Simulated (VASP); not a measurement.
# CdS (Greenockite) (P6_3mc) in VASP: further runs, part 2 of 2

VASP 6.6.1. The steps go on from the part before.

## 4. Single point, PBE, spin-orbit coupling, no magnetisation

Contents of INCAR:

```
ALGO     = Normal         # electronic algorithm
EDIFF    = 1E-7           # SCF threshold, eV
ENCUT    = 350            # plane-wave cutoff, eV
GGA      = PE             # functional
GGA_COMPAT= F            
ISIF     = 2              # what is computed and relaxed
ISMEAR   = 0              # smearing method
LASPH    = F              # aspherical terms in the spheres
LCHARG   = F              # write CHGCAR
LORBIT   = 11             # projections on sites
LREAL    = F              # projectors in reciprocal space
LSORBIT  = T              # spin-orbit coupling
LWAVE    = F              # write WAVECAR
MAGMOM   = 0 0 0 0 0 0 0 0 0 0 0 0 # initial moments
NBANDS   = 52             # bands
NELM     = 100            # most SCF steps
PREC     = Accurate       # precision mode
SIGMA    = 0.02           # smearing width, eV
```

Contents of KPOINTS:

```
k-points
0
Gamma
  7 7 4
```

Contents of POSCAR:

```
CdS
1.0
    4.1500000000      0.0000000000      0.0000000000
   -2.0750000000      3.5940054257      0.0000000000
    0.0000000000      0.0000000000      6.7370000000
Cd S
2 2
Direct
    0.6666666667      0.3333333333      0.5000000000
    0.3333333333      0.6666666667      0.0000000000
    0.6666666667      0.3333333333      0.8750000000
    0.3333333333      0.6666666667      0.3750000000
```

Potentials or basis: VASP PAW PBE potentials, release 64 (Cd, S).

Command:

```console
$ cat potpaw_PBE.64/Cd/POTCAR potpaw_PBE.64/S/POTCAR > POTCAR
$ mpirun -np 1 vasp_ncl > vasp.out
```

OUTCAR:

```text
EDIFF = 1E-7
   ENCUT = 350
   GGA = PE
   ISIF = 2
   ISMEAR = 0
   LASPH = F
   LORBIT = 11
   LREAL = F
   LSORBIT = T
   NELM = 100
   PREC = Accurate

 Found     32 irreducible k-points:

 Following reciprocal coordinates:
            Coordinates               Weight
  0.000000  0.000000  0.000000      1.000000
  0.142857 -0.000000  0.000000      6.000000
  0.285714 -0.000000  0.000000      6.000000
  0.428571 -0.000000  0.000000      6.000000
  0.142857  0.142857  0.000000      6.000000
  0.285714  0.142857  0.000000     12.000000
   k-points           NKPTS =     32   k-points in BZ     NKDIM =     32   number of bands    NBANDS=     52
   number of dos      NEDOS =    301   number of ions     NIONS =      4
   total plane-waves  NPLWV =  32928
   dimension x,y,z NGX =    28 NGY =   28 NGZ =   42
   dimension x,y,z NGXF=    56 NGYF=   56 NGZF=   84
   ions per type =               2   2
   NGX,Y,Z   is equivalent  to a cutoff of  11.22, 11.22, 10.36 a.u.
   NGXF,Y,Z  is equivalent  to a cutoff of  22.43, 22.43, 20.73 a.u.
 SYSTEM =  unknown system
   PREC   = accura    normal or accurate (medium, high low for compatibility)
   ISTART =      0    job   : 0-new  1-cont  2-samecut
   ICHARG =      2    charge: 1-file 2-atom 10-const
   ISPIN  =      1    spin polarized calculation?
   LNONCOLLINEAR =      T non collinear calculations
   LSORBIT =      T    spin-orbit coupling
   LASPH  =      F    aspherical Exc in radial PAW
   ENCUT  =  350.0 eV  25.72 Ry    5.07 a.u.   6.33  6.33 10.28*2*pi/ulx,y,z
   NELM   =    100;   NELMIN=  2; NELMDL= -5     # of ELM steps
   EDIFF  = 0.1E-06   stopping-criterion for ELM
   LREAL  =      F    real-space projection
   EDIFFG = 0.1E-05   stopping-criterion for IOM
   NSW    =      0    number of steps for IOM
   IBRION =     -1    ionic relax: 0-MD 1-quasi-New 2-CG
   NFREE  =      0    steps in history (QN), initial steepest desc. (CG)
   ISIF   =      2    stress and relaxation
   ISYM   =      2    0-nonsym 1-usesym 2-fastsym
   POTIM  = 0.5000    time-step for ionic-motion
   TEBEG  =    0.0;   TEEND  =   0.0 temperature during run
   PSTRESS=    0.0 pullay stress
   NELECT =      36.0000    total number of electrons
   NUPDOWN=      -1.0000    fix difference up-down
   EMIN   =  10.00;   EMAX   =-10.00  energy-range for DOS
   EFERMI =   0.00;   METHOD = LEGACY
[... 382 lines left out ...]
 -----------------------------------------------------------------------------------
    total drift:                               -0.000000      0.000000     -0.000656

  FREE ENERGIE OF THE ION-ELECTRON SYSTEM (eV)
  ---------------------------------------------------
  free  energy   TOTEN  =       -12.3147400701 eV

  energy  without entropy=      -12.3147400701  energy(sigma->0) =      -12.31474007

 Spin-Orbit-Coupling matrix elements

 Ion:    1  E_soc:     -0.0563481
 l=   1
     0.0000000    -0.0024371    -0.0024272
    -0.0024371     0.0000000    -0.0024371
    -0.0024272    -0.0024371     0.0000000
 l=   2
     0.0000000    -0.0013844     0.0000000    -0.0013844    -0.0055848
    -0.0013844     0.0000000    -0.0041889    -0.0013726    -0.0013844
     0.0000000    -0.0041889     0.0000000    -0.0041889     0.0000000
    -0.0013844    -0.0013726    -0.0041889     0.0000000    -0.0013844
    -0.0055848    -0.0013844     0.0000000    -0.0013844     0.0000000
 l=   3
     0.0000000     0.0000000     0.0000000     0.0000000     0.0000000     0.0000000     0.0000000
     0.0000000     0.0000000     0.0000000     0.0000000     0.0000000     0.0000000     0.0000000
     0.0000000     0.0000000     0.0000000     0.0000000     0.0000000     0.0000000     0.0000000
     0.0000000     0.0000000     0.0000000     0.0000000     0.0000000     0.0000000     0.0000000
[... 49 lines left out ...]
 l=   2
     0.0000000     0.0000000     0.0000000     0.0000000     0.0000000
     0.0000000     0.0000000     0.0000000     0.0000000     0.0000000
     0.0000000     0.0000000     0.0000000     0.0000000     0.0000000
     0.0000000     0.0000000     0.0000000     0.0000000     0.0000000
     0.0000000     0.0000000     0.0000000     0.0000000     0.0000000
 l=   3
     0.0000000     0.0000000     0.0000000     0.0000000     0.0000000     0.0000000     0.0000000
     0.0000000     0.0000000     0.0000000     0.0000000     0.0000000     0.0000000     0.0000000
     0.0000000     0.0000000     0.0000000     0.0000000     0.0000000     0.0000000     0.0000000
     0.0000000     0.0000000     0.0000000     0.0000000     0.0000000     0.0000000     0.0000000
     0.0000000     0.0000000     0.0000000     0.0000000     0.0000000     0.0000000     0.0000000
     0.0000000     0.0000000     0.0000000     0.0000000     0.0000000     0.0000000     0.0000000
     0.0000000     0.0000000     0.0000000     0.0000000     0.0000000     0.0000000     0.0000000

 total charge

# of ion       s       p       d       tot
------------------------------------------
    1        0.423   0.320   9.549  10.293
    2        0.423   0.320   9.549  10.293
    3        1.323   2.398   0.000   3.721
    4        1.323   2.398   0.000   3.721
--------------------------------------------------
tot          3.493   5.435  19.099  28.027

 magnetization (x)

# of ion       s       p       d       tot
------------------------------------------
    1        0.000  -0.000   0.000  -0.000
    2        0.000  -0.000   0.000  -0.000
    3        0.000  -0.000   0.000  -0.000
    4        0.000   0.000   0.000   0.000
--------------------------------------------------
tot          0.000  -0.000   0.000  -0.000

 magnetization (y)

# of ion       s       p       d       tot
------------------------------------------
    1        0.000   0.000   0.000   0.000
    2        0.000   0.000   0.000   0.000
    3        0.000   0.000   0.000   0.000
    4       -0.000   0.000   0.000  -0.000
--------------------------------------------------
tot         -0.000   0.000   0.000  -0.000

 magnetization (z)

# of ion       s       p       d       tot
------------------------------------------
    1        0.000  -0.000   0.000  -0.000
    2        0.000   0.000   0.000   0.000
    3        0.000   0.000   0.000   0.000
    4        0.000   0.000   0.000   0.000
--------------------------------------------------
tot          0.000   0.000   0.000   0.000
```

Wall time 2.5 min (1 thread of AMD EPYC 7R13 (Zen 3), shared host); peak memory 0.34 GiB.

The run converged, but some of its settings lie outside the range that counts as converged, so its numbers aren't taken as properties of the crystal.

What came out:

```
Free energy                                           : -12.3147 eV
Pressure                                              : 2.0 GPa
Largest force                                         : 0.069 eV/Å
Valence electrons inside the program's atomic spheres : Cd 10.29; S 3.72
```
